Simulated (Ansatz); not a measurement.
Crystal: Si2Ni.

```xyz
3
Lattice="0.0000 2.7030 2.7030 2.7030 0.0000 2.7030 2.7030 2.7030 0.0000" Properties=species:S:1:pos:R:3 pbc="T T T"
Ni    0.0000    0.0000    0.0000
Si    4.0545    4.0545    4.0545
Si    1.3515    1.3515    1.3515
```

Base run:

| Property | Result |
| --- | --- |
| Program | Ansatz 0.2.0 |
| Functional | PBEsol |
| Potentials or basis | all-electron PAW datasets made for the crystal |
| Cutoff | 320 eV |
| Density cutoff | 1280 eV |
| k mesh | 9 × 9 × 9 |
| Occupations | fermi-dirac, width 0.05 eV |
| Spin | collinear spin, ferromagnetic start |
| Starting moments | [1.0, 0.0, 0.0] μB |

Its results: pressure -0.9 GPa; net moment 0.00 μB per cell.

Q: The run is repeated on the same cell with these changes: potentials or basis from all-electron PAW datasets made for the crystal to all-electron LAPW, non-relativistic; cutoff from 320 eV to 269 eV; density cutoff from 1280 eV to 1076 eV. What comes out?

A: Pressure 0.7 GPa; net moment 0.00 μB per cell.

Not every run made on this cell is shown here.
